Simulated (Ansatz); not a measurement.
**TaN: stress in a strained cell**

TaN is deformed so: equal xy, yz and zx engineering shear strains of -1 %. What stress and forces result, by LAPW, PAW and all-electron datasets made for the crystal?

Program: Ansatz 0.2.0. Level of theory: DFT LDA, scalar-relativistic. These are calculated values, not measurements.

### Step 1. Starting point

It takes space group P-6m2 (No. 187, hexagonal). Conventional cell: a = 2.938 Å, b = 2.938 Å, c = 2.883 Å, α = 90.00°, β = 90.00°, γ = 120.00°. Ta (site symmetry -6m2) is surrounded by 6 N at 2.23 Å. N (site symmetry -6m2) is surrounded by 6 Ta at 2.23 Å.

Structure file:

```xyz
2
Lattice="2.9380 0.0000 0.0000 -1.4690 2.5444 0.0000 0.0000 0.0000 2.8830" Properties=species:S:1:pos:R:3 pbc="T T T"
Ta    0.0000    1.6963    1.4415
N     0.0000    0.0000    0.0000
```

Atoms are numbered in the order of the input: Ta1, N2.

### Step 2. After the deformation

Space group P-6m2 before, P1 after.

### Step 3. Full-potential LAPW

Input file input.yaml:

```yaml
crystal:
  lattice:
    - [2.9379988584, -0.0146899943, -0.0146899943]
    - [-1.4817213374, 2.5517266448, -0.0053769111]
    - [-0.014415, -0.014415, 2.883]
  atoms:
    - { symbol: Ta, position: [0.3333333333, 0.6666666667, 0.5] }
    - { symbol: "N", position: [0.0, 0.0, 0.0] }
kpoints:
  mp_grid: { grid: [12, 12, 10] }
  band_path:
    path:
      - [0.0, 0.0, 0.0]
      - [0.0, 0.0, 0.5]
      - [-0.5, 0.5, 0.0]
      - [0.0, 0.0, 0.0]
      - [0.0, -0.5, 0.0]
      - [-0.5, 0.0, 0.5]
      - [0.0, 0.0, 0.0]
      - [-0.5, 0.0, 0.0]
      - [0.0, -0.5, 0.5]
    npoints: 5
scf:
  occupations: { method: fermi_dirac, width: 0.02 }
hamiltonian:
  xc: lda
  pseudopotentials: { kind: all_electron, lapw: { basis_error: 0.00025 } }
output:
  forces: true
  stress: true
  eigenvalues: true
```

On the command line:

```sh
> ansatz run input.yaml --threads 1 --pin off --max-ram 3072MiB --backend cpu --events-out ev --progress --plain --runs-dir out
```

Output (excerpt; [...] marks lines left out):

```text
LAPW: plane waves up to 10.445 Å⁻¹, error target 2.5e-4 eV per atom; small_component_spin mean_spin; N in spheres of 0.938 Å, 7 of its electrons in bands, Dirac shells []; Ta in spheres of 1.268 Å, 45 of its electrons in bands, Dirac shells []
[...]
Pseudopotentials: kind: all_electron
Pseudopotential: Ta, LAPW, valence charge 45, Koelling and Harmon's equation, gaussian nucleus
Pseudopotential: N, LAPW, valence charge 7, Koelling and Harmon's equation, gaussian nucleus
Functional definition: SPW92
[...]
Crystal: 2 atoms, lattice volume = 21.550 Å³
Basis set: ecut = 415.6442358937849 eV, 405 PW (Γ), exchange–correlation at level 2
Bands: 32, of which v1, the nominal top of the filled ones, is band 26 counted from 1 (25 counted from 0)
Symmetry: 1 space group operations
Space group: P1 (ITA 1), of the structure as read, at distance tolerance 2.8e-5 Å
k-points: 724 of 1440 (time reversal used)
[...]
SCF iter   1: F=—  HF=-425803.836608 eV  |F-HF|=—  |Δ(HF+E_count)|=         —  Δρ=1.17e-1  dr2=3.36e0  ethr=6.46e-3  ⟨swp⟩=2.0  Hψ=146533  notcnv=0
[...]
the basis was enlarged: its passes take 1.6 MiB over the memory plan, 1 of 1 planned eigensolver slots
[...]
SCF iter   8: F=-425802.445320 eV  HF=-425802.445320 eV  |F-HF|=1.69e-8  |Δ(HF+E_count)|=   1.40e-7  Δρ=7.19e-6  dr2=1.23e-8  ethr=6.32e-10  ⟨swp⟩=2.4  Hψ=69061  notcnv=0
[...]
NSCF: frozen V_eff on 41 k-points
SCF converged after 8 iterations
Free energy (F): -425802.445320 eV
[...]
E sigma→0 (E₀):  -425802.445251 eV
Entropy (-TS):   -0.000136 eV (-0.068 meV/atom)
Fermi energy:    25.133984 eV
[...]
--- Forces (eV/Å), atoms counted from 1 ---
  atom   1  Ta    -0.01464995    -0.00035913    -0.00529972
  atom   2  N      0.01465225     0.00035914     0.00529981
[...]
--- Stress (GPa, compression-positive) ---
      -10.970692       2.217231       2.408684
        2.217231     -10.782846       2.406676
        2.408684       2.406676     -12.450971
  P = ⅓ Tr σ = -11.4015 GPa (-114.015 kbar)
--- Band table (eV; the first three rows and the last of 724) ---
[...]
```

It took 5.2 min on 1 thread of Arm Neoverse V2, shared host; peak memory 1.9 GiB.

In short: pressure -11.40 GPa; no gap; largest force 0.016 eV/Å.

### Step 4. PAW on the default files

Input file input.yaml:

```yaml
crystal:
  lattice:
    - [2.9379988584, -0.0146899943, -0.0146899943]
    - [-1.4817213374, 2.5517266448, -0.0053769111]
    - [-0.014415, -0.014415, 2.883]
  atoms:
    - { symbol: Ta, position: [0.3333333333, 0.6666666667, 0.5] }
    - { symbol: "N", position: [0.0, 0.0, 0.0] }
kpoints:
  mp_grid: { grid: [12, 12, 10] }
scf:
  occupations: { method: fermi_dirac, width: 0.02 }
hamiltonian:
  xc: lda
  pseudopotentials: { kind: paw }
output:
  forces: true
  stress: true
  eigenvalues: true
  efg: { contact_densities: true }
```

On the command line:

```sh
> ansatz run input.yaml --threads 1 --pin off --max-ram 3072MiB --backend cpu --events-out ev --progress --plain --runs-dir out
```

Output (excerpt; [...] marks lines left out):

```text
Ta: output.efg is read without spin–orbit coupling, which moves field gradients at and beside such atoms by some per cent and up to a factor of two; PAW files take it under magnetization.noncollinear and magnetization.spin_orbit
[...]
Pseudopotentials: kind: paw
Pseudopotential: Ta, paw, valence charge 13, recommended cutoff 420 eV (normal)
Pseudopotential: N, paw, valence charge 5, recommended cutoff 420 eV (normal)
Functional definition: SPW92
[...]
Crystal: 2 atoms, lattice volume = 21.550 Å³
Basis set: ecut = 420 eV, 405 PW (Γ)
Bands: 13, of which v1, the nominal top of the filled ones, is band 9 counted from 1 (8 counted from 0)
Symmetry: 1 space group operations
Space group: P1 (ITA 1), of the structure as read, at distance tolerance 2.8e-5 Å
k-points: 724 of 1440 (time reversal used)
[...]
--- Forces (eV/Å), atoms counted from 1 ---
  atom   1  Ta    -0.01507268    -0.00039085    -0.00535948
  atom   2  N      0.01507422     0.00039057     0.00535994
[...]
--- Stress (GPa, compression-positive) ---
      -11.040913       2.224181       2.423609
        2.224181     -10.853803       2.421508
        2.423609       2.421508     -12.497493
  P = ⅓ Tr σ = -11.4641 GPa (-114.641 kbar)
--- PAW observables at the nuclei: V_zz in 10²¹ V/m², potentials from the cell's mean, atoms counted from 1 ---
  atom   1  Ta V_zz =    +6.295460   η = 0.6543   by run symmetry: allowed
            electrostatic potential = -14501.247674 V   contact ρ = 8123651.707738 e/Å³
  atom   2  N  V_zz =    -0.223882   η = 0.4601   by run symmetry: allowed
            electrostatic potential = -529.176985 V   contact ρ = 1390.373554 e/Å³
--- Band table (eV; the first three rows and the last of 724) ---
  k-point 0: bands = ["-48.5278", "-14.8722", "-14.6204", "-14.5987", "2.3170", "15.2446", "15.3663", "15.6765", "16.9642", "22.1652", "23.3353", "23.4566", "23.8105"]
[...]
```

Wall time 14 s (1 thread of Arm Neoverse V2, shared host); peak memory 0.55 GiB.

Result: pressure -11.46 GPa; no gap; largest force 0.016 eV/Å; Vzz Ta1 6.30 (η = 0.65), N2 -0.22 (η = 0.46) (10²¹ V/m²).

### Step 5. Datasets made for this crystal

input.yaml, as its differences from that of step 4:

```diff
@@ -14,3 +14,3 @@
   xc: lda
-  pseudopotentials: { kind: paw }
+  pseudopotentials: { kind: all_electron, datasets: crystal }
 output:
```

On the command line:

```sh
> ansatz run input.yaml --threads 1 --pin off --max-ram 3072MiB --backend cpu --events-out ev --progress --plain --runs-dir out
```

Output (excerpt; [...] marks lines left out):

```text
[...]
band count auto-derived: 22 (N_el = 32.0; filled up to band 16; 20 by the electrons, moments and atoms)
Ta: output.efg is read without spin–orbit coupling, which moves field gradients at and beside such atoms by some per cent and up to a factor of two; PAW files take it under magnetization.noncollinear and magnetization.spin_orbit
[...]
Pseudopotentials: kind: all_electron
Pseudopotential: Ta, paw, valence charge 27, recommended cutoff 480 eV (normal), Koelling and Harmon's equation, gaussian nucleus
Pseudopotential: N, paw, valence charge 5, recommended cutoff 480 eV (normal), Koelling and Harmon's equation, gaussian nucleus
Functional definition: SPW92
[...]
Crystal: 2 atoms, lattice volume = 21.550 Å³
Basis set: ecut = 480 eV, 527 PW (Γ)
Bands: 22, of which v1, the nominal top of the filled ones, is band 16 counted from 1 (15 counted from 0)
Symmetry: 1 space group operations
[...]
  atom   1  Ta    -0.01464811    -0.00035962    -0.00530099
  atom   2  N      0.01465931     0.00035927     0.00530137
[...]
--- Stress (GPa, compression-positive) ---
      -10.969320       2.217248       2.408714
        2.217248     -10.781515       2.406685
        2.408714       2.406685     -12.449334
  P = ⅓ Tr σ = -11.4001 GPa (-114.001 kbar)
--- PAW observables at the nuclei: V_zz in 10²¹ V/m², potentials from the cell's mean, atoms counted from 1 ---
  atom   1  Ta V_zz =    +6.823319   η = 0.5611   by run symmetry: allowed
            electrostatic potential = -14495.123265 V   contact ρ = 8119518.737643 e/Å³
  atom   2  N  V_zz =    -0.220713   η = 0.4091   by run symmetry: allowed
            electrostatic potential = -527.122972 V   contact ρ = 1390.628888 e/Å³
--- Band table (eV; the first three rows and the last of 724) ---
  k-point 0: bands = ["-43.3289", "-9.6719", "-9.4269", "-9.4056", "4.8879", "4.9020", "4.9025", "4.9103", "4.9125", "4.9256", "4.9942", "7.5542", "20.4579", "20.5797", "20.8887", "22.1834", "27.3778", "28.5430", "28.6645", "29.0210"]
[...]
```

Run time: 3.1 min. Hardware: 1 thread of Arm Neoverse V2, shared host; peak memory 2.8 GiB.

Read from it: pressure -11.40 GPa; no gap; largest force 0.016 eV/Å; Vzz Ta1 6.82 (η = 0.56), N2 -0.22 (η = 0.41) (10²¹ V/m²).

### Step 6. Stress and forces compared

Stress (GPa, compression positive):

```csv
method,xx,yy,zz,yz,xz,xy
LAPW,-10.97,-10.78,-12.45,2.41,2.41,2.22
PAW,-11.04,-10.85,-12.50,2.42,2.42,2.22
crystal datasets,-10.97,-10.78,-12.45,2.41,2.41,2.22
```

Forces (eV/Å):

```csv
atom,LAPW x,LAPW y,LAPW z,PAW x,PAW y,PAW z,crystal datasets x,crystal datasets y,crystal datasets z
Ta1,-0.015,0.000,-0.005,-0.015,0.000,-0.005,-0.015,0.000,-0.005
N2,0.015,0.000,0.005,0.015,0.000,0.005,0.015,0.000,0.005
```

| method | pressure (GPa) | largest force (eV/Å) | Vzz Ta1 (10²¹ V/m²) | Vzz N2 (10²¹ V/m²) | SCF cycles, all passes |
| --- | --- | --- | --- | --- | --- |
| LAPW | -11.40 | 0.016 | – | – | 8 |
| PAW | -11.46 | 0.016 | 6.30 | -0.22 | 6 |
| crystal datasets | -11.40 | 0.016 | 6.82 | -0.22 | 9 |

### Step 7. Outcome

| quantity | value |
| --- | --- |
| pressure | LAPW -11.40, PAW -11.46, crystal datasets -11.40 GPa |
| largest shear or deviatoric stress (LAPW) | 2.41 GPa |

In words: The largest part of the stress beyond the pressure is 2.41 GPa in size; the atoms are carried along and not relaxed. No run of the undeformed cell stands beside it, so the pressure holds what the given cell had before the change. PAW: stress within 0.07 GPa of LAPW. Crystal datasets: stress within 0.01 GPa of LAPW. Spin-orbit coupling is left out, though the cell holds Ta; in elements this heavy it can shift bands and gaps by tenths of an eV.
